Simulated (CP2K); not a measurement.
## Zn under changes of volume

One of the cells (15.451 Å³/atom); the others are scaled copies at fixed shape and fractional positions:

```
Zn
1.0
     2.71765    0.00000    0.00000
    -0.90588    2.56223    0.00000
    -0.90588   -1.28111    2.21895
Zn
1
Cartesian
  0.0000 0.0000 0.0000
```

This isn't the form of Zn at room conditions, which is hcp.

```yaml
Program: CP2K 2026.2
Functional: LDA
Potentials_or_basis: GTH_POTENTIALS Zn GTH-PADE-q12; TZVP-MOLOPT-PBE-GTH basis
Density_cutoff: 6123 eV
k_mesh: 12 × 12 × 12
Occupations: fermi-dirac, width 0.0259 eV
Spin: no spin polarisation
```

| volume (Å³/atom) | energy over the lowest point (meV/atom) | pressure (GPa) |
| --- | --- | --- |
| 14.524 | 0.00 | -4.3 |
| 14.833 | 9.22 | -5.5 |
| 15.142 | 20.89 | -6.7 |
| 15.451 | ? | ? |
| 15.760 | 50.89 | -8.7 |
| 16.069 | 68.23 | -9.4 |
| 16.378 | 86.75 | -10.0 |

Task: What does the run at 15.451 Å³/atom give?

Result: Energy over the lowest point 34.93 meV/atom; pressure -7.8 GPa.

Worked out: A Birch-Murnaghan fit of order 3 (a polynomial in V^(-2/3)) to the other rows has no minimum within the range. It gives 35.00 meV/atom at 15.451 Å³/atom, against the run's 34.93, and -dE/dV = -7.8 GPa, against -7.8.

Energies are extrapolated to zero smearing.

Caveats: the basis of atomic orbitals isn't converged, which shifts pressures, moduli and gaps.
